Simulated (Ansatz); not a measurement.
# CaS (Fm-3m): G0W0 against its settings

A 2-atom cell of CaS (Fm-3m) from a materials database, relaxed with r2SCAN; one-shot G0W0 in Ansatz without spin-orbit coupling. No spin polarisation and no zero-point or thermal motion.

```
CELL_PARAMETERS angstrom
0.00000 2.84793 2.84793
2.84793 0.00000 2.84793
2.84793 2.84793 0.00000
ATOMIC_POSITIONS crystal
Ca 0.00000 0.00000 0.00000
S 0.50000 0.50000 0.50000
```

Gaps are read over the mesh points alone. G0W0 here is at a finite number of bands, screening cutoff and k mesh, not at the basis limit.

| start | potentials | frequency model | mesh | empty bands | screening cutoff (eV) | Kohn-Sham gap (eV) | G0W0 gap (eV) |
| --- | --- | --- | --- | --- | --- | --- | --- |
| PBE | PAW | contour deformation | 6×6×6 | 137 | 120 | 2.36 | 4.08 |
| PBE | PAW | contour deformation | 6×6×6 | 342 | 220 | 2.36 | 4.20 |
| PBE | PAW | contour deformation | 6×6×6 | 628 | 300 | 2.36 | 4.22 |
| HSE06 | PAW | contour deformation | 6×6×6 | 342 | 220 | 3.41 | 4.63 |
| r2SCAN | PAW | contour deformation | 6×6×6 | 342 | 220 | 2.80 | 4.46 |
| PBE0 | PAW | contour deformation | 6×6×6 | 342 | 220 | 4.11 | 4.84 |
| PBE | PAW | Godby-Needs pole | 6×6×6 | 342 | 220 | 2.36 | 4.17 |
| PBE | PAW | contour deformation | 8×8×8 | 75 | 80 | 2.36 | 3.97 |
| PBE | norm-conserving | contour deformation | 6×6×6 | 342 | 220 | 2.37 | 4.13 |

Over the mesh points the PBE gap of 2.36 eV becomes a quasiparticle gap of 4.22 eV (Γ to X), a change of +1.86 eV. Renormalisation factors Z lie between 0.75 and 0.80.

Raising bands and cutoff together moves the gap by +0.12 eV (120 to 220 eV), then +0.02 eV (220 to 300 eV); the last step is small, which bounds nothing strictly. Starting from HSE06 (3.41 eV against PBE's 2.36 eV) gives 4.63 eV, +0.43 eV from G0W0@PBE at the same screening cutoff. Starting from r2SCAN (2.80 eV against PBE's 2.36 eV) gives 4.46 eV, +0.26 eV from G0W0@PBE at the same screening cutoff. Starting from PBE0 (4.11 eV against PBE's 2.36 eV) gives 4.84 eV, +0.64 eV from G0W0@PBE at the same screening cutoff. The Godby-Needs plasmon pole differs from contour deformation by -0.03 eV. Norm-conserving potentials (wave cutoff 925 eV against 420 eV) shift the quasiparticle gap by -0.07 eV and the PBE gap by +0.01 eV. r2SCAN runs take a wave cutoff of 500 eV.
